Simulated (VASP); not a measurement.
# MoS2 (R3m) in VASP: notebook

The runs below take MoS2 through single point, with PBE.

Everything below comes from runs of VASP 6.6.1. Logs are shortened: lines on timing, memory, paths and dates and some standing lists are left out, and cuts for length are marked.

### 1 The crystal as given

Symmetry: R3m, No. 160, trigonal system. The conventional cell has a = 3.160 Å, b = 3.160 Å, c = 18.450 Å, α = 90.00°, β = 90.00°, γ = 120.00°. Mo (site symmetry 3m) is surrounded by 6 S at 2.39 Å. Around S (site symmetry 3m) lie 3 Mo at 2.39 Å. Around S (site symmetry 3m) lie 3 Mo at 2.39 Å.

Measurements of this composition are mostly on another form, of space group No. 194.

### 2 Single point, PBE

Contents of INCAR:

```
ALGO = Normal ; EDIFF = 1E-6
ENCUT = 520 ; GGA = PE
ISIF = 2 ; ISMEAR = -1
LASPH = T ; LCHARG = T
LELF = T ; LREAL = F
LVHAR = T ; LWAVE = F
NBANDS = 20 ; NELM = 100
PREC = Accurate ; SIGMA = 0.1
```

Contents of KPOINTS:

```
k-points
0
Gamma
  7 7 7
```

Contents of POSCAR:

```
MoS2
1.0
    1.5800000000      0.9122134300      6.1500000000
   -1.5800000000      0.9122134300      6.1500000000
    0.0000000000     -1.8244268500      6.1500000000
Mo S
1 2
Direct
    0.0000000000      0.0000000000      0.0000000000
    0.2499999995      0.2499999995      0.2500000009
    0.4169999992      0.4169999992      0.4170000015
```

Potentials or basis: VASP PAW PBE potentials, release 64 (Mo_sv, S).

On the command line:

```sh
$ cat potpaw_PBE.64/Mo_sv/POTCAR potpaw_PBE.64/S/POTCAR > POTCAR
$ mpirun -np 1 vasp_std > vasp.out
```

OUTCAR:

```text
EDIFF = 1E-6
   ENCUT = 520
   GGA = PE
   ISIF = 2
   ISMEAR = -1
   LASPH = T
   LREAL = F
   NELM = 100
   PREC = Accurate

 ion  position               nearest neighbor table
   1  0.000  0.000  0.000-   2 2.39   2 2.39   2 2.39   3 2.39   3 2.39   3 2.39
   2  0.250  0.250  0.250-   1 2.39   1 2.39   1 2.39
   3  0.417  0.417  0.417-   1 2.39   1 2.39   1 2.39

  LATTYP: Found a trigonal (rhomboedric) cell.
 ALAT       =     6.4149071187
 COS(alpha) =     0.8786713332

  Lattice vectors:

 A1 = (   1.5800000000,   0.9122134300,   6.1500000000)
 A2 = (  -1.5800000000,   0.9122134300,   6.1500000000)
 A3 = (   0.0000000000,  -1.8244268500,   6.1500000000)

Analysis of symmetry for initial positions (statically):
=====================================================================
 Subroutine PRICEL returns:
 Original cell was already a primitive cell.

 Routine SETGRP: Setting up the symmetry group for a
 trigonal (rhombohedral) supercell.

 Subroutine GETGRP returns: Found  6 space group operations
 (whereof  6 operations were pure point group operations)
 out of a pool of 12 trial point group operations.

The static configuration has the point symmetry C_3v.

Analysis of symmetry for dynamics (positions and initial velocities):
=====================================================================
 Subroutine PRICEL returns:
 Original cell was already a primitive cell.

 Routine SETGRP: Setting up the symmetry group for a
 trigonal (rhombohedral) supercell.

 Subroutine GETGRP returns: Found  6 space group operations
 (whereof  6 operations were pure point group operations)
 out of a pool of 12 trial point group operations.

The dynamic configuration has the point symmetry C_3v.

 Subroutine INISYM returns: Found  6 space group operations
 (whereof  6 operations are pure point group operations),
 and found     1 'primitive' translations

----------------------------------------------------------------------------------------

                                     Primitive cell

  volume of cell :      53.1839

  direct lattice vectors                    reciprocal lattice vectors
     1.580000000  0.912213430  6.150000000     0.316455696  0.182705781  0.054200542
[... 83 lines left out ...]
   LNONCOLLINEAR =      F non collinear calculations
   LSORBIT =      F    spin-orbit coupling
   LASPH  =      T    aspherical Exc in radial PAW
   ENCUT  =  520.0 eV  38.22 Ry    6.18 a.u.  11.93 11.93 11.93*2*pi/ulx,y,z
   NELM   =    100;   NELMIN=  2; NELMDL= -5     # of ELM steps
   EDIFF  = 0.1E-05   stopping-criterion for ELM
   LREAL  =      F    real-space projection
   EDIFFG = 0.1E-04   stopping-criterion for IOM
   NSW    =      0    number of steps for IOM
   IBRION =     -1    ionic relax: 0-MD 1-quasi-New 2-CG
   NFREE  =      0    steps in history (QN), initial steepest desc. (CG)
   ISIF   =      2    stress and relaxation
   ISYM   =      2    0-nonsym 1-usesym 2-fastsym
   POTIM  = 0.5000    time-step for ionic-motion
   TEBEG  =    0.0;   TEEND  =   0.0 temperature during run
   PSTRESS=    0.0 pullay stress
   NELECT =      26.0000    total number of electrons
   NUPDOWN=      -1.0000    fix difference up-down
   EMIN   =  10.00;   EMAX   =-10.00  energy-range for DOS
   EFERMI =   0.00;   METHOD = LEGACY
   ISMEAR =    -1;   SIGMA  =   0.10  broadening in eV -4-tet -1-fermi 0-gaus
   EFERMI_NEDOS =   21; number of points for ismear=-14 and -15
   IALGO  =     38    algorithm
   IMIX   =      4    mixing-type and parameters
     AMIX     =   0.40;   BMIX     =  1.00
     AMIX_MAG =   1.60;   BMIX_MAG =  1.00
  volume/ion in A,a.u.               =      17.73       119.63
  Fermi-wavevector in a.u.,A,eV,Ry     =   1.289652  2.437089 22.629252  1.663203
  Thomas-Fermi vector in A             =   2.421532
   LORBIT       =      0    0 simple, 1 ext, 2 COOP (PROOUT), +10 PAW based schemes
   GGA     = PE    functional components
   LHFCALC =     F    Hartree Fock is set to
   AEXX    =    0.0000 exact exchange contribution
   IVDW    =     0    specifies the selected vdW correction
   LEPSILON=     F    determine dielectric tensor
   LRPA    =     F    only Hartree local field effects (RPA)
 non-spin polarized calculation
  energy-cutoff  :      520.00
  volume of cell :       53.18
 maximum number of plane-waves:      1442
   NGX = 23   NGY = 23   NGZ = 23

 number of electron      25.9999998 magnetization

 Free energy of the ion-electron system (eV)
  ---------------------------------------------------
  ext. energy  EPLUGINS =         0.00000000
  ---------------------------------------------------
  free energy    TOTEN  =       -21.79020961 eV

  energy without entropy =      -21.78987415  energy(sigma->0) =      -21.79004188

 E-fermi :   8.0418     XC(G=0): -10.8262

 val. band max:        7.6334180178   @ k =   0.4286   0.4286   0.4286
 cond. band min:       8.7123627277   @ k =  -0.1429   0.1429   0.0000
 fundamental gap:      1.0789447098
 Fermi energy:         8.0418048378

 k-point     1 :       0.0000    0.0000    0.0000
  band No.  band energies     occupation
      1     -53.9106      2.00000
      2     -28.0757      2.00000
      3     -27.8492      2.00000
      4     -27.8492      2.00000
      5      -7.4610      2.00000
      6      -5.7411      2.00000
[... 541 lines left out ...]
     19      16.3991      0.00000
     20      16.5946      0.00000

 [... further k-points ...]

------------------------ aborting loop because EDIFF is reached ----------------------------------------

  FORCE on cell =-STRESS in cart. coord.  units (eV):
  Direction    XX          YY          ZZ          XY          YZ          ZX
  --------------------------------------------------------------------------------------
  -------------------------------------------------------------------------------------
  Total        1.4732000      1.4732001      2.2420594      0.0000000      0.0000000     -0.0000000
  in kB       44.3805207     44.3805208     67.5426020      0.0000000      0.0000000     -0.0000000
  external PRESSURE =      52.1012145 kB  Pullay stress =       0.0000000 kB

 VOLUME and BASIS-vectors are now :
 -----------------------------------------------------------------------------
  energy-cutoff  :      520.00
  volume of cell :       53.18
      direct lattice vectors                 reciprocal lattice vectors
     1.580000000  0.912213430  6.150000000     0.316455696  0.182705781  0.054200542
    -1.580000000  0.912213430  6.150000000    -0.316455696  0.182705781  0.054200542
     0.000000000 -1.824426850  6.150000000     0.000000000 -0.365411562  0.054200542

 POSITION                                       TOTAL-FORCE (eV/Angst)
 -----------------------------------------------------------------------------------
      0.00000      0.00000      0.00000         0.000000      0.000000      0.086731
      0.00000     -0.00000      4.61250         0.000000     -0.000000     -0.505819
      0.00000     -0.00000      7.69365         0.000000      0.000000      0.419088
 -----------------------------------------------------------------------------------
    total drift:                               -0.000000      0.000003      0.000067

  FREE ENERGIE OF THE ION-ELECTRON SYSTEM (eV)
  ---------------------------------------------------
  free  energy   TOTEN  =       -21.7902096113 eV

  energy  without entropy=      -21.7898741533  energy(sigma->0) =      -21.79004188
```

OSZICAR:

```text
N       E                     dE             d eps       ncg     rms          rms(c)
DAV:   1     0.185154524635E+03    0.18515E+03   -0.13451E+04  1768   0.123E+03
DAV:   2    -0.156607569834E+02   -0.20082E+03   -0.19513E+03  2132   0.319E+02
DAV:   3    -0.231390163340E+02   -0.74783E+01   -0.74068E+01  2136   0.574E+01
DAV:   4    -0.232294141424E+02   -0.90398E-01   -0.90348E-01  2160   0.668E+00
DAV:   5    -0.232307713576E+02   -0.13572E-02   -0.13572E-02  2220   0.795E-01    0.252E+01
DAV:   6    -0.221419807790E+02    0.10888E+01   -0.10075E+01  1888   0.194E+01    0.910E+00
DAV:   7    -0.218886623773E+02    0.25332E+00   -0.35731E+00  1800   0.110E+01    0.611E+00
DAV:   8    -0.217899603701E+02    0.98702E-01   -0.51067E-01  2004   0.443E+00    0.179E+00
DAV:   9    -0.217912814854E+02   -0.13211E-02   -0.20194E-02  2052   0.899E-01    0.631E-01
DAV:  10    -0.217901836421E+02    0.10978E-02   -0.80235E-03  1976   0.599E-01    0.122E-01
DAV:  11    -0.217902078198E+02   -0.24178E-04   -0.48433E-04  2084   0.154E-01    0.623E-02
DAV:  12    -0.217901936233E+02    0.14196E-04   -0.61063E-05  2028   0.489E-02    0.227E-02
DAV:  13    -0.217902093733E+02   -0.15750E-04   -0.22598E-05  1876   0.276E-02    0.981E-03
DAV:  14    -0.217902096113E+02   -0.23796E-06   -0.11738E-06  1644   0.667E-03
   1 F= -.21790210E+02 E0= -.21790042E+02  d E =-.335458E-03
```

stdout:

```text
POSCAR found type information on POSCAR MoS
 POSCAR found :  2 types and       3 ions
 scaLAPACK will be used
 LDA part: xc-table for (Slater+PW92), standard interpolation
 POSCAR, INCAR and KPOINTS ok, starting setup
 FFT: planning ... GRIDC
 FFT: planning ... GRID_SOFT
 FFT: planning ... GRID
 WAVECAR not read
 entering main loop
```

Wall time 94 s (1 thread of AMD EPYC 9R45 (Zen 5), shared host); peak memory 0.29 GiB.

What came out:

- Free energy: -21.7902 eV
- Pressure: 5.2 GPa
- Largest force: 0.506 eV/Å
- Band gap on the k mesh: 1.08 eV, indirect (least direct gap 2.14 eV)

Forces on the atoms (eV/Å):
```
Mo   0.000  0.000  0.087
S    0.000  0.000 -0.506
S    0.000  0.000  0.419
```

Stress tensor (GPa, compression positive):
```
4.44 0.00 0.00
0.00 4.44 0.00
0.00 0.00 6.75
```

Caveat: an odd mesh through Γ misses points on the zone boundary, where band edges often lie.

### 3 Single point, PBE

Contents of INCAR:

```
PREC = Accurate
ENCUT = 520
EDIFF = 1E-6
ISMEAR = -1
SIGMA = 0.1
LREAL = False
LASPH = True
NELM = 100
ALGO = Fast
ISIF = 2
LWAVE = False
LCHARG = False
GGA = PE
NBANDS = 20
```

Contents of KPOINTS:

```
Automatic mesh
0
Gamma
  3 3 3
```

POSCAR is that of step 2.

Potentials or basis: VASP PAW PBE potentials, release 64 (Mo_sv, S).

On the command line:

```sh
$ cat potpaw_PBE.64/Mo_sv/POTCAR potpaw_PBE.64/S/POTCAR > POTCAR
$ mpirun -np 1 vasp_std > vasp.out
```

OUTCAR:

```text
PREC = Accurate
   ENCUT = 520
   EDIFF = 1E-6
   ISMEAR = -1
   LREAL = False
   LASPH = True
   NELM = 100
   ISIF = 2
   GGA = PE

 ion  position               nearest neighbor table
   1  0.000  0.000  0.000-   2 2.39   2 2.39   2 2.39   3 2.39   3 2.39   3 2.39
   2  0.250  0.250  0.250-   1 2.39   1 2.39   1 2.39
   3  0.417  0.417  0.417-   1 2.39   1 2.39   1 2.39

  LATTYP: Found a trigonal (rhomboedric) cell.
 ALAT       =     6.4149071187
 COS(alpha) =     0.8786713332

  Lattice vectors:

 A1 = (   1.5800000000,   0.9122134300,   6.1500000000)
 A2 = (  -1.5800000000,   0.9122134300,   6.1500000000)
 A3 = (   0.0000000000,  -1.8244268500,   6.1500000000)

Analysis of symmetry for initial positions (statically):
=====================================================================
 Subroutine PRICEL returns:
 Original cell was already a primitive cell.

 Routine SETGRP: Setting up the symmetry group for a
 trigonal (rhombohedral) supercell.

 Subroutine GETGRP returns: Found  6 space group operations
[... 144 lines left out ...]
  ---------------------------------------------------
  free energy    TOTEN  =       -21.79661488 eV

  energy without entropy =      -21.79530915  energy(sigma->0) =      -21.79596202

 E-fermi :   8.0415     XC(G=0): -10.8314

 val. band max:        7.5395285154   @ k =   0.3333   0.3333   0.3333
 cond. band min:       8.6543955259   @ k =  -0.3333   0.3333   0.0000
 fundamental gap:      1.1148670106
 Fermi energy:         8.0415190259

 k-point     1 :       0.0000    0.0000    0.0000
  band No.  band energies     occupation
      1     -53.7896      2.00000
      2     -28.0178      2.00000
      3     -27.7070      2.00000
      4     -27.7070      2.00000
      5      -7.4712      2.00000
      6      -5.7652      2.00000
[... 127 lines left out ...]
     19      15.3975      0.00000
     20      16.4182      0.00000

------------------------ aborting loop because EDIFF is reached ----------------------------------------

  FORCE on cell =-STRESS in cart. coord.  units (eV):
  Direction    XX          YY          ZZ          XY          YZ          ZX
  --------------------------------------------------------------------------------------
  -------------------------------------------------------------------------------------
  Total        1.5337996      1.5337996      1.9859458      0.0000000      0.0000000     -0.0000000
  in kB       46.2060961     46.2060963     59.8271148      0.0000000      0.0000000     -0.0000000
  external PRESSURE =      50.7464357 kB  Pullay stress =       0.0000000 kB

 VOLUME and BASIS-vectors are now :
 -----------------------------------------------------------------------------
  energy-cutoff  :      520.00
  volume of cell :       53.18
      direct lattice vectors                 reciprocal lattice vectors
     1.580000000  0.912213430  6.150000000     0.316455696  0.182705781  0.054200542
    -1.580000000  0.912213430  6.150000000    -0.316455696  0.182705781  0.054200542
     0.000000000 -1.824426850  6.150000000     0.000000000 -0.365411562  0.054200542

 POSITION                                       TOTAL-FORCE (eV/Angst)
 -----------------------------------------------------------------------------------
      0.00000      0.00000      0.00000         0.000000      0.000000      0.083707
      0.00000     -0.00000      4.61250         0.000000     -0.000000     -0.282004
      0.00000     -0.00000      7.69365         0.000000      0.000000      0.198297
 -----------------------------------------------------------------------------------
    total drift:                                0.000000      0.000003     -0.000100

  FREE ENERGIE OF THE ION-ELECTRON SYSTEM (eV)
  ---------------------------------------------------
  free  energy   TOTEN  =       -21.7966148822 eV

  energy  without entropy=      -21.7953091518  energy(sigma->0) =      -21.79596202
```

Run time: 19 s. Hardware: 1 thread of AMD EPYC 9R45 (Zen 5), shared host; peak memory 0.28 GiB.

Results:

```
Free energy            : -21.7966 eV
Pressure               : 5.1 GPa
Largest force          : 0.282 eV/Å
Band gap on the k mesh : 1.11 eV, indirect (least direct gap 1.69 eV)
```

Forces on the atoms (eV/Å):
```
Mo   0.000  0.000  0.084
S    0.000  0.000 -0.282
S    0.000  0.000  0.198
```

Stress tensor (GPa, compression positive):
```
4.62 0.00 0.00
0.00 4.62 0.00
0.00 0.00 5.98
```

Levels at points of the mesh, in eV from the valence-band top:
| k point | band 9 | band 10 | band 11 | band 12 | band 13 | band 14 | band 15 | band 16 | band 17 | band 18 |
| --- | --- | --- | --- | --- | --- | --- | --- | --- | --- | --- |
| (0.00, 0.00, 0.00) | -3.29 | -2.20 | -2.20 | -1.17 | -1.03 | 2.16 | 2.16 | 2.58 | 2.58 | 5.66 |

Caveat: the k mesh is coarse (spacing up to 0.77 Å⁻¹), so the values aren't converged; an odd mesh through Γ misses points on the zone boundary, where band edges often lie. PBE gaps usually lie below the measured ones, often by a third to a half.
